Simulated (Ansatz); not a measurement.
A run of Ansatz 0.2.0 is set up as follows.

File input.yaml:

```yaml
crystal:
  lattice:
    - [1.58, 0.9122134253, 6.15]
    - [-1.58, 0.9122134253, 6.15]
    - [0.0, -1.8244268506, 6.15]
  atoms:
    - { symbol: Mo, position: [0.0, 0.0, 0.0] }
    - { symbol: S, position: [0.417, 0.417, 0.417] }
    - { symbol: S, position: [0.25, 0.25, 0.25] }
hamiltonian:
  xc: { name: BHLYP }
  pseudopotentials: { kind: paw }
  dispersion: d3bjatm
magnetization:
  spin_polarized: true
kpoints:
  mp_grid: { grid: [6, 6, 6] }
scf:
  occupations: { method: fermi_dirac, width: 0.01 }
output:
  forces: true
  stress: true
  eigenvalues: true
  bader: true
  populations: intrinsic
```

Potentials or basis: Ansatz PAW.

Launch:

```bash
$ ansatz run input.yaml --threads 2 --pin off --max-ram 5120MiB --backend cpu --events-out ev --progress --plain --runs-dir out
```

(1) Estimate the Bader charges.

(2) Estimate the largest force.

(3) Predict the pressure.

Results:

(1) Mo +1.41; S -0.70 e.

(2) 0.174 eV/Å.

(3) -2.5 GPa.

Caveat: the magnetic or orbital state may not be the lowest; the PAW data sets come from PBE, with cores solved anew for the run's functional, which leaves a small shift of forces and pressure; the thresholds are loose for stress.
